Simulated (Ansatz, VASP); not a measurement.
**Two plane-wave programs on MgI2**

The input INCAR:

```
SYSTEM = MgI2
PREC = Accurate
ENCUT = 520
EDIFF = 1E-6
ISMEAR = 0
SIGMA = 0.05
LREAL = .False.
LASPH = .True.
NELM = 100
ALGO = Normal
ISIF = 2
LWAVE = .False.
LCHARG = .False.
GGA = PE
NBANDS = 15
```

KPOINTS

```
Automatic mesh
0
Gamma
  6 6 4
  0 0 0
```

The input POSCAR:

```
MgI2
1.0
    4.1387920735      0.0000000000      0.0000000000
   -2.0693960368      3.5842990767      0.0000000000
    0.0000000000      0.0000000000      7.6847014931
Mg I
1 2
Direct
    0.0000000000      0.0000000000      0.0000000000
    0.3333333333      0.6666666667      0.7705052557
    0.6666666667      0.3333333333      0.2294947443
```

Input for Ansatz:

```yaml
crystal:
  lattice:
    - [4.1387920735, 0.0, 0.0]
    - [-2.0693960368, 3.5842990767, 0.0]
    - [0.0, 0.0, 7.6847014931]
  atoms:
    - { symbol: Mg, position: [0.0, 0.0, 0.0] }
    - { symbol: I, position: [0.3333333333, 0.6666666667, 0.7705052557] }
    - { symbol: I, position: [0.6666666667, 0.3333333333, 0.2294947443] }
basis:
  ecutwfc: 520.0
kpoints:
  mp_grid: { grid: [6, 6, 4] }
hamiltonian:
  xc: pbe
scf:
  occupations: { method: gaussian, width: 0.05 }
output:
  forces: true
  stress: true
  eigenvalues: true
```

Alike in both runs: task single point; functional PBE; k mesh 6 × 6 × 4; occupations gaussian, width 0.05 eV; no spin polarisation.

```csv
,VASP,Ansatz
version,VASP 6.6.1,Ansatz 0.2.0
potentials or method,"VASP PAW PBE potentials, release 64 (Mg, I)","scalar-relativistic, plane waves, PAW"
plane-wave cutoff (eV),520,520
valence electrons in the cell,16,44
```

VASP gave:

```
gap on the k mesh at the Fermi level (eV)       : 3.38
least direct gap on the mesh (eV)               : 3.51
pressure (GPa)                                  : -0.4
largest component of the traceless stress (GPa) : 1.15
rms of the force components (eV/Å)              : 0.156
```

Question: What did Ansatz give for the same quantities?

Answer: gap on the k mesh at the Fermi level (eV): 3.40; least direct gap on the mesh (eV): 3.53; pressure (GPa): -0.3; largest component of the traceless stress (GPa): 1.15; rms of the force components (eV/Å): 0.152.

Atom by atom the forces differ by 0.005 eV/Å (rms over components). The two sets of potentials don't hold the same shells in valence.

Caveats: spin-orbit coupling is left out, which moves the levels of the heavy elements; this functional lacks dispersion, which binds the layers, so the pressure and a relaxed spacing across them are unreliable. A k mesh can miss the band edges.
